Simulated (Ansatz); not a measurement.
# WS2: the cost of one run

Program: Ansatz 0.2.0. Level of theory: DFT PBE, scalar-relativistic, plane waves, PAW. These are calculated values, not measurements.

The COD entry's cell or inner coordinates are ideal or old and differ from later refinements, so a difference from it is no clean test against experiment.

**1. The structure to begin with**

Symmetry: P6_3/mmc, No. 194, hexagonal system. The conventional cell has a = 3.180 Å, b = 3.180 Å, c = 12.500 Å, α = 90.00°, β = 90.00°, γ = 120.00°. Around W (site symmetry -6m2) lie 6 S at 2.41 Å. S (site symmetry 3m) is surrounded by 3 W at 2.41 Å.

As a file:

```xyz
6
Lattice="3.1800 0.0000 0.0000 -1.5900 2.7540 0.0000 0.0000 0.0000 12.5000" Properties=species:S:1:pos:R:3 pbc="T T T"
W     0.0000    1.8360    3.1250
W     1.5900    0.9180    9.3750
S     0.0000    1.8360    7.8125
S     1.5900    0.9180    1.5625
S     0.0000    1.8360   10.9375
S     1.5900    0.9180    4.6875
```

The structure comes from the Crystallography Open Database.

**2. Self-consistent density**

Input file input.yaml:

```yaml
crystal:
  lattice:
    - [3.18, 0.0, 0.0]
    - [-1.59, 2.753960784, 0.0]
    - [0.0, 0.0, 12.5]
  atoms:
    - { symbol: W, position: [0.3333333333, 0.6666666667, 0.25] }
    - { symbol: W, position: [0.6666666667, 0.3333333333, 0.75] }
    - { symbol: S, position: [0.3333333333, 0.6666666667, 0.625] }
    - { symbol: S, position: [0.6666666667, 0.3333333333, 0.125] }
    - { symbol: S, position: [0.3333333333, 0.6666666667, 0.875] }
    - { symbol: S, position: [0.6666666667, 0.3333333333, 0.375] }
basis:
  ecutwfc: 500
  fft_grid_basis: typed
kpoints:
  mp_grid: { grid: [9, 9, 2] }
hamiltonian:
  xc: pbe
  pseudopotentials: { kind: paw }
scf:
  occupations: { method: gaussian, width: 0.05 }
output:
  forces: true
  stress: true
  eigenvalues: true
  bader: true
  write_density: true
  volumetric_format: npy
  elf: true
```

Started as:

```console
$ ansatz run input.yaml --threads 2 --pin off --max-ram 4096MiB --backend cpu --events-out ev --progress --plain --runs-dir out
```

Q: Estimate wall time and peak memory on 2 threads of Intel Xeon 6975P-C (Granite Rapids), shared host.

About 20 s, with a peak of 0.47 GiB.
